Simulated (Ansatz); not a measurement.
Crystal: CrCuO2.

```
CELL_PARAMETERS angstrom
1.48670 0.85835 5.70000
-1.48670 0.85835 5.70000
0.00000 -1.71669 5.70000
ATOMIC_POSITIONS crystal
Cu 0.00000 0.00000 0.00000
Cr 0.50000 0.50000 0.50000
O 0.89208 0.89208 0.89208
O 0.10792 0.10792 0.10792
```

Base run:

* Program: Ansatz 0.2.0
* Functional: PBE
* Potentials or basis: Ansatz PAW
* Cutoff: 420 eV (not typed: the program's choice for these potentials)
* k mesh: 10 × 10 × 10
* Occupations: fermi-dirac, width 0.05 eV
* Spin: collinear spin, ferromagnetic start
* Starting moments: [0.6, 3.0, 0.0, 0.0] μB

Its results: band gap on the k mesh 1.11 eV, indirect (least direct gap 1.28 eV); pressure 4.1 GPa; net moment 3.00 μB per cell; site moments Cu +0.01; Cr +2.40; O +0.01 μB; largest force 0.026 eV/Å.

Q: The run is repeated on the same cell with these changes: functional from PBE to PBEsol. What comes out?

A: Band gap on the k mesh 0.97 eV, indirect (least direct gap 1.11 eV); pressure -3.6 GPa; net moment 3.00 μB per cell; site moments Cu +0.01; Cr +2.39; O +0.00 μB; largest force 0.063 eV/Å.

PBEsol binds more tightly than PBE, so the same cell stands under less pressure.

Caveats: only a ferromagnetic start was run, and an antiferromagnetic order may lie lower in energy; the PAW data sets come from PBE, with cores solved anew for the run's functional, which leaves a small shift of forces and pressure (some runs).
